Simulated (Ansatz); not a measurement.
# W: the cost of one run

Method: DFT PBE, scalar-relativistic, plane waves, PAW, in Ansatz 0.2.0.

The COD cell was measured well above room temperature, so it is larger than a cold one.

## 1. The structure to begin with

Symmetry: Im-3m, No. 229, cubic system. The conventional cell has a = 3.195 Å, b = 3.195 Å, c = 3.195 Å, α = 90.00°, β = 90.00°, γ = 90.00°. Around W (site symmetry m-3m) lie 8 W at 2.77 Å.

Structure file:

```cif
data_structure
_symmetry_space_group_name_H-M 'Im-3m'
_symmetry_Int_Tables_number 229
_cell_length_a 3.1946
_cell_length_b 3.1946
_cell_length_c 3.1946
_cell_angle_alpha 90.000
_cell_angle_beta 90.000
_cell_angle_gamma 90.000
_cell_volume 32.60
loop_
_atom_site_label
_atom_site_type_symbol
_atom_site_symmetry_multiplicity
_atom_site_Wyckoff_symbol
_atom_site_fract_x
_atom_site_fract_y
_atom_site_fract_z
_atom_site_occupancy
W1 W 2 a 0.00000 0.00000 0.00000 1
```

No relaxation comes first: the listed cell is the starting point.

## 2. Zero of energy

Reference values: F = -10384.8273 eV; pressure -3.10 GPa; largest force 0.000 eV/Å; gap on the mesh none (metal). It was computed beforehand with the settings of the runs below.

## 3. Next: a strain scan

The cell is strained by ε times the Voigt pattern (0, 0, 0, 1, 0, 0) (xx, yy, zz, yz, xz, xy; engineering shear), with fractional coordinates fixed (clamped ions). The stress on the pattern is the sum of the stress components weighted by it, tension positive.

## 4. ε = -0.1500

Contents of input.yaml:

```yaml
crystal:
  lattice:
    - [-1.5973, 1.4775025, 1.4775025]
    - [1.5973, -1.7170975, 1.7170975]
    - [1.5973, 1.7170975, -1.7170975]
  atoms:
    - { symbol: W, position: [0.0, 0.0, 0.0] }
basis:
  ecutwfc: 420
kpoints:
  mp_grid: { grid: [20, 20, 20] }
hamiltonian:
  xc: pbe
scf:
  occupations: { method: gaussian, width: 0.15 }
output:
  forces: true
  stress: true
  eigenvalues: true
```

Launch:

```
> ansatz run input.yaml --threads 1 --pin off --max-ram 2560MiB --backend cpu --events-out ev --progress --plain --runs-dir out
```

**Question.** How long does this run take on 1 thread of Arm Neoverse V1, shared host, and how much memory does it need?

About 13 s, with a peak of 0.47 GiB.
